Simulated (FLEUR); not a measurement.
The system is YN.

```
CELL_PARAMETERS angstrom
0.00000 2.43850 2.43850
2.43850 0.00000 2.43850
2.43850 2.43850 0.00000
ATOMIC_POSITIONS crystal
Y 0.00000 0.00000 0.00000
N 0.50000 0.50000 0.50000
```

Base run:

| Item | Value |
| --- | --- |
| Program | FLEUR MaX-R8.1 (later development tree) |
| Functional | PBE |
| Potentials or basis | all-electron |
| Basis | FLAPW |
| Kmax | 4.42 1/bohr |
| k mesh | 9 × 9 × 9 |
| Occupations | fermi-dirac, width 0.05 eV |
| Spin | no spin polarisation |

Its results: band gap on the k mesh 0.24 eV, indirect (least direct gap 0.64 eV).

Task: The run is repeated on the same cell with these changes: functional from PBE to PBEsol. What comes out?

Result: Band gap on the k mesh 0.16 eV, indirect (least direct gap 0.56 eV).

Caveats: an odd mesh through Γ misses points on the zone boundary, where band edges often lie.

Not every run made on this cell is shown here.
